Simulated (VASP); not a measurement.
# CdTe: relaxation of cell and atoms with PBE

Crystal: CdTe.

```
CELL_PARAMETERS angstrom
0.00000 3.21365 3.21365
3.21365 0.00000 3.21365
3.21365 3.21365 0.00000
ATOMIC_POSITIONS crystal
Cd 0.00000 0.00000 0.00000
Te 0.25000 0.25000 0.25000
```

The cell was built by a generator and needn't be a form met in nature.

```yaml
Program: VASP 6.6.1
Task: relaxation of cell and atoms
Functional: PBE
Potentials_or_basis: VASP PAW PBE potentials, release 64 (Cd, Te)
Cutoff: 600 eV
k_mesh: 6 × 6 × 6
Occupations: fermi-dirac, width 0.02 eV
Spin: no spin polarisation
Dipole_correction: no
Further_INCAR_settings: ALGO = Normal; EDIFF = 1e-06; IBRION = 2; EDIFFG = -0.005; NSW = 80; ISIF = 3
```

- Relaxed volume: 36.32 Å³/atom
- Relaxed cell: a = 4.683 Å, b = 4.683 Å, c = 4.683 Å, α = 60.00°, β = 60.00°, γ = 60.00°
- Space group after relaxing (to 0.05 Å): F-43m (No. 216)
- Energy gained by relaxing: 35.4 meV/atom
- Ionic steps: 3
- Pressure after relaxing: 0.0 GPa
- Band gap on the k mesh: 0.57 eV, direct

The path:
```
step  energy change (eV)  largest force (eV/Å)  pressure (GPa)  volume (Å³)
   1              0.0000                0.0000            3.94        66.38
   2             -0.0657                0.0000           -0.83        74.52
   3             -0.0707                0.0000            0.02        72.63
```

Final structure:
```
Cd Te
1.0
     0.00000    3.31157    3.31157
     3.31157    0.00000    3.31157
     3.31157    3.31157    0.00000
Cd Te
1 1
Cartesian
  0.0000 0.0000 0.0000
  1.6558 1.6558 1.6558
```

Levels at points of the mesh, in eV from the valence-band top:
```tsv
k point	band 5	band 6	band 7	band 8	band 9	band 10	band 11	band 12	band 13
(0.00, 0.00, 0.00)	-7.87	-7.87	0.00	0.00	0.00	0.57	4.64	4.64	4.64
(0.50, 0.00, 0.00)	-7.87	-7.57	-4.07	-0.68	-0.68	1.75	5.21	5.21	7.01
(0.50, 0.50, 0.00)	-7.85	-7.45	-4.00	-1.65	-1.65	2.67	2.74	8.50	8.80
```

It took 45 s on 1 thread of Intel(R) Xeon(R) Platinum 8259CL CPU @ 2.50GHz (Skylake/Cascade Lake), on a shared host, peak memory 0.22 GiB.

Caveat: spin-orbit coupling is left out, which moves the levels of the heavy elements.
